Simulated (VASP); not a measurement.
# Sb (Pm-3m) in VASP: further runs

The runs below take Sb through atomic charges, electrostatic potential, single point, with r2SCANh+ULG, AM05, PBE.

Program: VASP 6.6.1. These are calculated values, not measurements. Logs are shortened: lines on timing, memory, paths and dates and some standing lists are left out, and cuts for length are marked.

## (1) Starting point

Symmetry: Pm-3m, No. 221, cubic system. The conventional cell has a = 3.160 Å, b = 3.160 Å, c = 3.160 Å, α = 90.00°, β = 90.00°, γ = 90.00°. Sb (site symmetry m-3m) is surrounded by 6 Sb at 3.16 Å.

This isn't the form of Sb at room conditions, which is rhombohedral.

## (2) Atomic charges, r2SCANh+ULG, spin-orbit coupling, no magnetisation

Input file POSCAR:

```
Sb
1.0
    3.1600000000      0.0000000000      0.0000000000
    0.0000000000      3.1600000000      0.0000000000
    0.0000000000      0.0000000000      3.1600000000
Sb
1
Cartesian
    0.0000000000      0.0000000000      0.0000000000
```

Input file INCAR.step1:

```
PREC = Accurate ; ENCUT = 520
EDIFF = 1E-5 ; ISMEAR = -1
SIGMA = 0.02 ; LREAL = False
LASPH = True ; NELM = 60
ALGO = Normal ; ISIF = 2
LWAVE = True ; MAGMOM = 0 0 0
LSORBIT = True ; GGA_COMPAT = False
GGA = PE
```

Input file INCAR.step2:

```
PREC = Accurate ; ENCUT = 520
EDIFF = 1E-7 ; ISMEAR = -1
SIGMA = 0.02 ; LREAL = False
LASPH = True ; NELM = 60
ALGO = Normal ; ISIF = 2
LWAVE = False ; LCHARG = True
MAGMOM = 0 0 0 ; LORBIT = 11
LSORBIT = True ; GGA_COMPAT = False
METAGGA = R2SCAN ; LHFCALC = True
AEXX = 0.1 ; LMIXTAU = True
PRECFOCK = Fast ; HFRCUT = -1
IVDW = 3 ; LVHAR = True
ISTART = 1
```

Input file KPOINTS:

```
regular mesh
0
Gamma
  4 4 4
```

Potentials or basis: VASP PAW PBE potentials, release 64 (Sb).

Started as:

```bash
> cat potpaw_PBE.64/Sb/POTCAR > POTCAR
> cp INCAR.step1 INCAR
> mpirun -np 1 vasp_ncl > vasp.out
> cp INCAR.step2 INCAR
> mpirun -np 1 vasp_ncl > vasp.out
```

OUTCAR:

```text
PREC = Accurate
   ENCUT = 520
   EDIFF = 1E-7
   ISMEAR = -1
   LREAL = False
   LASPH = True
   NELM = 60
   ISIF = 2
   LORBIT = 11
   LSORBIT = True
   METAGGA = R2SCAN
   LHFCALC = True
   AEXX = 0.1
   PRECFOCK = Fast
   IVDW = 3
   ISTART = 1
  IVDW =   3

 ion  position               nearest neighbor table
   1  0.000  0.000  0.000-

  LATTYP: Found a simple cubic cell.
 ALAT       =     3.1600000000

  Lattice vectors:

 A1 = (   3.1600000000,   0.0000000000,   0.0000000000)
 A2 = (   0.0000000000,   3.1600000000,   0.0000000000)
 A3 = (   0.0000000000,   0.0000000000,   3.1600000000)

Analysis of symmetry for initial positions (statically):
=====================================================================
 Subroutine PRICEL returns:
 Original cell was already a primitive cell.

 Routine SETGRP: Setting up the symmetry group for a
 simple cubic supercell.

 Subroutine GETGRP returns: Found 48 space group operations
 (whereof 48 operations were pure point group operations)
 out of a pool of 48 trial point group operations.

The static configuration has the point symmetry O_h .

Analysis of symmetry for dynamics (positions and initial velocities):
=====================================================================
 Subroutine PRICEL returns:
 Original cell was already a primitive cell.

 Routine SETGRP: Setting up the symmetry group for a
 simple cubic supercell.

 Subroutine GETGRP returns: Found 48 space group operations
 (whereof 48 operations were pure point group operations)
 out of a pool of 48 trial point group operations.

The dynamic configuration has the point symmetry O_h .

Analysis of structural, dynamic, and magnetic symmetry:
=====================================================================
 Subroutine PRICEL returns:
 Original cell was already a primitive cell.

 Routine SETGRP: Setting up the symmetry group for a
 simple cubic supercell.

 Subroutine GETGRP returns: Found 48 space group operations
 (whereof 48 operations were pure point group operations)
[... 174 lines left out ...]
  Edisp (eV):   -0.27663

  FORCE on cell =-STRESS in cart. coord.  units (eV):
  Direction    XX          YY          ZZ          XY          YZ          ZX
  --------------------------------------------------------------------------------------
  -------------------------------------------------------------------------------------
  Total      -1.33887    -1.33887    -1.33887    -0.00000    -0.00000    -0.00000
  in kB     -67.98112   -67.98112   -67.98112    -0.00000    -0.00000    -0.00000
  external pressure =      -67.98 kB  Pullay stress =        0.00 kB

 VOLUME and BASIS-vectors are now :
 -----------------------------------------------------------------------------
  energy-cutoff  :      520.00
  volume of cell :       31.55
      direct lattice vectors                 reciprocal lattice vectors
     3.160000000  0.000000000  0.000000000     0.316455696  0.000000000  0.000000000
     0.000000000  3.160000000  0.000000000     0.000000000  0.316455696  0.000000000
     0.000000000  0.000000000  3.160000000     0.000000000  0.000000000  0.316455696

  length of vectors
     3.160000000  3.160000000  3.160000000     0.316455696  0.316455696  0.316455696

 FORCES acting on ions
    electron-ion (+dipol)            ewald-force                    non-local-force                 convergence-correction
 -----------------------------------------------------------------------------------------------
   -.513E-10 -.312E-10 -.253E-10   0.105E-15 0.704E-16 0.196E-15   0.000E+00 0.000E+00 0.000E+00   -.299E-10 -.264E-10 -.290E-10
 -----------------------------------------------------------------------------------------------
   -.478E-10 -.289E-10 -.237E-10   0.105E-15 0.704E-16 0.196E-15   0.000E+00 0.000E+00 0.000E+00   -.299E-10 -.264E-10 -.290E-10

 POSITION                                       TOTAL-FORCE (eV/Angst)
 -----------------------------------------------------------------------------------
      0.00000      0.00000      0.00000         0.000000      0.000000      0.000000
 -----------------------------------------------------------------------------------
    total drift:                               -0.000000     -0.000000     -0.000000

--------------------------------------------------------------------------------------------------------

  FREE ENERGIE OF THE ION-ELECTRON SYSTEM (eV)
  ---------------------------------------------------
  free  energy   TOTEN  =       -23.9570136059 eV

  energy  without entropy=      -23.9546157953  energy(sigma->0) =      -23.95581470

--------------------------------------------------------------------------------------------------------

--------------------------------------------------------------------------------------------------------

 Spin-Orbit-Coupling matrix elements

 Ion:    1  E_soc:     -0.1358167
 l=   1
     0.0000000    -0.0224902    -0.0224851
    -0.0224902     0.0000000    -0.0224903
    -0.0224851    -0.0224903     0.0000000
 l=   2
     0.0000000    -0.0000326     0.0000000    -0.0000326    -0.0001151
    -0.0000326     0.0000000    -0.0000862    -0.0000326    -0.0000287
     0.0000000    -0.0000862     0.0000000    -0.0000862     0.0000000
    -0.0000326    -0.0000326    -0.0000862     0.0000000    -0.0000287
    -0.0001151    -0.0000287     0.0000000    -0.0000287     0.0000000
 l=   3
     0.0000000     0.0000000     0.0000000     0.0000000     0.0000000     0.0000000     0.0000000
     0.0000000     0.0000000     0.0000000     0.0000000     0.0000000     0.0000000     0.0000000
     0.0000000     0.0000000     0.0000000     0.0000000     0.0000000     0.0000000     0.0000000
     0.0000000     0.0000000     0.0000000     0.0000000     0.0000000     0.0000000     0.0000000
     0.0000000     0.0000000     0.0000000     0.0000000     0.0000000     0.0000000     0.0000000
     0.0000000     0.0000000     0.0000000     0.0000000     0.0000000     0.0000000     0.0000000
     0.0000000     0.0000000     0.0000000     0.0000000     0.0000000     0.0000000     0.0000000

 total charge

# of ion       s       p       d       tot
------------------------------------------
    1        1.182   1.146   0.039   2.367

 magnetization (x)

# of ion       s       p       d       tot
------------------------------------------
    1        0.000   0.000   0.000   0.000

 magnetization (y)

# of ion       s       p       d       tot
------------------------------------------
    1        0.000  -0.000  -0.000  -0.000

 magnetization (z)

# of ion       s       p       d       tot
------------------------------------------
    1       -0.000  -0.000   0.000  -0.000

=======================================================================
```

It took 4.1 min on 1 thread of AMD EPYC 7R43 (Zen 3), shared host; peak memory 0.18 GiB.

What came out:

```yaml
Free_energy: -23.9570 eV
Pressure: -6.8 GPa
Valence_electrons_inside_the_program's_atomic_spheres: Sb 2.37
Dispersion_energy_per_atom: -0.277 eV
```

Caveat: the k mesh is coarse (spacing up to 0.50 Å⁻¹), so the values aren't converged, least of all with exact exchange; the PAW data sets were made with another functional, which shifts forces and pressure a little.

## (3) Electrostatic potential, AM05, spin-orbit coupling, no magnetisation (volume scaled by 1.25)

Input file INCAR:

```
SYSTEM = Sb
  ALGO = Normal
  EDIFF = 1E-7
  ENCUT = 520
  GGA = AM
  GGA_COMPAT = .FALSE.
  ISIF = 2
  ISMEAR = -1
  LASPH = .TRUE.
  LCHARG = .TRUE.
  LORBIT = 11
  LREAL = On
  LSORBIT = .TRUE.
  LVHAR = .TRUE.
  LWAVE = .FALSE.
  MAGMOM = 0 0 0
  NELM = 80
  PREC = Accurate
  SIGMA = 0.02
```

Input file KPOINTS:

```
k-points
0
Monkhorst
  6 6 6
  0 0 0
```

Input file POSCAR:

```
Sb
1.0
    3.4040068103      0.0000000000      0.0000000000
    0.0000000000      3.4040068103      0.0000000000
    0.0000000000      0.0000000000      3.4040068103
Sb
1
Direct
    0.0000000000      0.0000000000      0.0000000000
```

Potentials or basis: VASP PAW PBE potentials, release 64 (Sb).

Started as:

```bash
> cat potpaw_PBE.64/Sb/POTCAR > POTCAR
> mpirun -np 1 vasp_ncl > vasp.out
```

Wall time 35 s (1 thread of AMD EPYC 7R43 (Zen 3), shared host); peak memory 0.19 GiB.

These settings aren't checked as converged (typed here: LREAL = On; shifted = yes): the numbers below hold their error.

What came out:

```yaml
Free_energy: -4.7731 eV
Pressure: -12.4 GPa
Valence_electrons_inside_the_program's_atomic_spheres: Sb 2.13
```

Caveat: the PAW data sets were made with another functional, which shifts forces and pressure a little.

## (4) Single point, PBE

Input file INCAR:

```
ALGO = Normal
EDIFF = 1E-6
ENCUT = 500
GGA = PE
ISIF = 2
ISMEAR = 0
LASPH = True
LCHARG = True
LELF = True
LREAL = False
LVHAR = True
LWAVE = False
NELM = 100
PREC = Accurate
SIGMA = 0.1
```

Input file KPOINTS:

```
k-points
0
Gamma
  8 8 8
```

Input file POSCAR:

```
Sb
1.0
    3.1600000000      0.0000000000      0.0000000000
    0.0000000000      3.1600000000      0.0000000000
    0.0000000000      0.0000000000      3.1600000000
Sb
1
Cartesian
    0.0000000000      0.0000000000      0.0000000000
```

Potentials or basis: VASP PAW PBE potentials, release 64 (Sb).

Started as:

```bash
> cat potpaw_PBE.64/Sb/POTCAR > POTCAR
> mpirun -np 1 vasp_std > vasp.out
```

OUTCAR:

```text
EDIFF = 1E-6
   ENCUT = 500
   GGA = PE
   ISIF = 2
   ISMEAR = 0
   LASPH = True
   LREAL = False
   NELM = 100
   PREC = Accurate

 ion  position               nearest neighbor table
   1  0.000  0.000  0.000-

  LATTYP: Found a simple cubic cell.
 ALAT       =     3.1600000000

  Lattice vectors:

 A1 = (   3.1600000000,   0.0000000000,   0.0000000000)
 A2 = (   0.0000000000,   3.1600000000,   0.0000000000)
 A3 = (   0.0000000000,   0.0000000000,   3.1600000000)

Analysis of symmetry for initial positions (statically):
=====================================================================
 Subroutine PRICEL returns:
 Original cell was already a primitive cell.

 Routine SETGRP: Setting up the symmetry group for a
 simple cubic supercell.

 Subroutine GETGRP returns: Found 48 space group operations
 (whereof 48 operations were pure point group operations)
 out of a pool of 48 trial point group operations.

The static configuration has the point symmetry O_h .

Analysis of symmetry for dynamics (positions and initial velocities):
=====================================================================
 Subroutine PRICEL returns:
 Original cell was already a primitive cell.

 Routine SETGRP: Setting up the symmetry group for a
 simple cubic supercell.

 Subroutine GETGRP returns: Found 48 space group operations
 (whereof 48 operations were pure point group operations)
 out of a pool of 48 trial point group operations.

The dynamic configuration has the point symmetry O_h .

 Subroutine INISYM returns: Found 48 space group operations
 (whereof 48 operations are pure point group operations),
 and found     1 'primitive' translations

----------------------------------------------------------------------------------------

                                     Primitive cell

  volume of cell :      31.5545

[... 115 lines left out ...]
     AMIX     =   0.40;   BMIX     =  1.00
     AMIX_MAG =   1.60;   BMIX_MAG =  1.00
  volume/ion in A,a.u.               =      31.55       212.94
  Fermi-wavevector in a.u.,A,eV,Ry     =   0.885886  1.674081 10.677766  0.784794
  Thomas-Fermi vector in A             =   2.006979
   LORBIT       =      0    0 simple, 1 ext, 2 COOP (PROOUT), +10 PAW based schemes
   GGA     = PE    functional components
   LHFCALC =     F    Hartree Fock is set to
   AEXX    =    0.0000 exact exchange contribution
   IVDW    =     0    specifies the selected vdW correction
   LEPSILON=     F    determine dielectric tensor
   LRPA    =     F    only Hartree local field effects (RPA)
 non-spin polarized calculation
 Gauss-broadening in eV      SIGMA  =   0.10
  energy-cutoff  :      500.00
  volume of cell :       31.55
 maximum number of plane-waves:       840
 NGX is ok and might be reduce to    24
   NGX = 11   NGY = 11   NGZ = 11

 number of electron       5.0000001 magnetization

 Free energy of the ion-electron system (eV)
  ---------------------------------------------------
  ext. energy  EPLUGINS =         0.00000000
  ---------------------------------------------------
  free energy    TOTEN  =        -4.06785963 eV

  energy without entropy =       -4.06254705  energy(sigma->0) =       -4.06520334

 E-fermi :   6.3920     XC(G=0):  -9.3891

 val. band max:        6.3844946654   @ k =   0.3750   0.2500   0.1250
 cond. band min:       6.6204340975   @ k =   0.2500   0.2500   0.2500
 fundamental gap:      0.2359394322
 Fermi energy:         6.3920282981

 k-point     1 :       0.0000    0.0000    0.0000
  band No.  band energies     occupation
      1      -5.5254      2.00000
      2       9.5669      0.00000
      3       9.5669      0.00000
      4       9.5669      0.00000
      5      13.3114      0.00000
      6      13.3114      0.00000
[... 298 lines left out ...]
 k-point    35 :       0.5000    0.5000    0.5000
  band No.  band energies     occupation
      1       1.5958      2.00000
      2       4.9343      2.00000
      3       4.9343      2.00000
      4       4.9343      2.00000
      5      11.3568      0.00000
      6      11.3568      0.00000

------------------------ aborting loop because EDIFF is reached ----------------------------------------

  FORCE on cell =-STRESS in cart. coord.  units (eV):
  Direction    XX          YY          ZZ          XY          YZ          ZX
  --------------------------------------------------------------------------------------
  -------------------------------------------------------------------------------------
  Total       -0.4517564     -0.4517564     -0.4517564      0.0000000     -0.0000000      0.0000000
  in kB      -22.9378997    -22.9378997    -22.9378997      0.0000000     -0.0000000      0.0000000
  external PRESSURE =     -22.9378997 kB  Pullay stress =       0.0000000 kB

 VOLUME and BASIS-vectors are now :
 -----------------------------------------------------------------------------
  energy-cutoff  :      500.00
  volume of cell :       31.55
      direct lattice vectors                 reciprocal lattice vectors
     3.160000000  0.000000000  0.000000000     0.316455696  0.000000000  0.000000000
     0.000000000  3.160000000  0.000000000     0.000000000  0.316455696  0.000000000
     0.000000000  0.000000000  3.160000000     0.000000000  0.000000000  0.316455696

 POSITION                                       TOTAL-FORCE (eV/Angst)
 -----------------------------------------------------------------------------------
      0.00000      0.00000      0.00000         0.000000      0.000000      0.000000
 -----------------------------------------------------------------------------------
    total drift:                                0.000000      0.000000      0.000000

  FREE ENERGIE OF THE ION-ELECTRON SYSTEM (eV)
  ---------------------------------------------------
  free  energy   TOTEN  =        -4.0678596261 eV

  energy  without entropy=       -4.0625470549  energy(sigma->0) =       -4.06520334
```

Run time: 2.3 s. Hardware: 1 thread of AMD EPYC 9R45 (Zen 5), shared host; peak memory 0.1 GiB.

Results:

- Free energy: -4.0679 eV
- Pressure: -2.3 GPa
- Band gap on the k mesh: none (metal or under the smearing width)
